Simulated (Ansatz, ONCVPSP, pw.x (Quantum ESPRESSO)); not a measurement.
## C (Z = 6): one change to the ONCV potential, in the atom and in the bcc crystal

carbon (C), optimised norm-conserving Vanderbilt (ONCV), made with ONCVPSP 4.0.1.1 (patched build) (PBE, scalar-relativistic). Core [He], reference 2s1.5 2p2.5. Waves: 2s: rc 1.05 bohr, ncon 5, nbas 9, qcut 7.7 1/bohr, 2 projectors, debl 3.3 Ha; 2p: rc 3.15 bohr, ncon 4, nbas 7, qcut 3.7 1/bohr, 2 projectors, debl 2.4 Ha; d scattering state at 0.37 Ha: rc 2.80 bohr, ncon 4, nbas 9, qcut 4.1 1/bohr, 2 projectors, debl 2.5 Ha. Local part: polynomial inside 0.95 bohr (lpopt 5, dvloc0 3 Ha). Core correction: Teter function fitted to the true core (icmod 2), fcfact 0.5.

Change: d: debl 0.95.

Cutoffs, loose and tight: the cutoffs (Ha) at which the residual kinetic energy of the hardest occupied pseudo-wave falls to 1 and 0.1 mHa per electron. They do not see the model core or the augmentation charge, which bear on the density cutoff. Test errors are all-electron minus pseudo excitation energies from the reference, over the configurations 2s2 2p2; 2s2 2p1; 2s2 2p0; 2s0 2p4; variants that change the core or the reference have their own tests.

Crystal test: bcc C in pw.x 7.5, no spin, 18³ k-points, Fermi–Dirac smearing 0.01 Ry, cutoffs set for each file from its atomic test. The reference is all-electron LAPW (Ansatz 0.2.0) with the same functional, mesh and smearing; V0 and B0 come from Birch–Murnaghan fits to the pressures at five volumes. Errors are pseudo minus all-electron; Δ is the rms difference of the E(V) curves that follow from these fits, minima aligned, over ±6 % about the mean V0. Mesh and smearing are coarse, so the numbers serve the comparison and aren't converged zero-temperature values; the lattice is a test structure that the element need not adopt.

All-electron: a0 = 2.375 Å (V0 = 6.70 Å³/atom), B0 = 182.8 GPa.

Q: Does the change bring the crystal closer to the all-electron result?

A: The mean pressure error goes from -45.81 to -25.85 GPa, so the change moves the solid closer to the all-electron pressures. Neither pressure curve crosses zero within the volumes sampled, so no fits are given.

| quantity | base | changed |
| --- | --- | --- |
| outcome (atom) | generated | generated |
| cutoff, loose (atom) | 21 Ha | 21 Ha |
| cutoff, tight (atom) | 26 Ha | 26 Ha |
| bound ghosts (atom) | none | none |
| largest test error (meV) (atom) | +2269 | +2269 |
| cutoffs in pw.x (Ry) | 65/260 | 65/260 |
| mean pressure error (GPa) | -45.81 | -25.85 |

Base: The largest radius (3.15 bohr) exceeds half the bond length (1.93 bohr), so the spheres overlap, which is one possible source of error among others. This is a poor potential for the solid. The pseudo pressure rises with volume over the whole range, a mechanical instability. Changed file: The largest radius (3.15 bohr) exceeds half the bond length (1.93 bohr), so the spheres overlap, which is one possible source of error among others. This is a poor potential for the solid. The pseudo pressure rises with volume over the whole range, a mechanical instability.
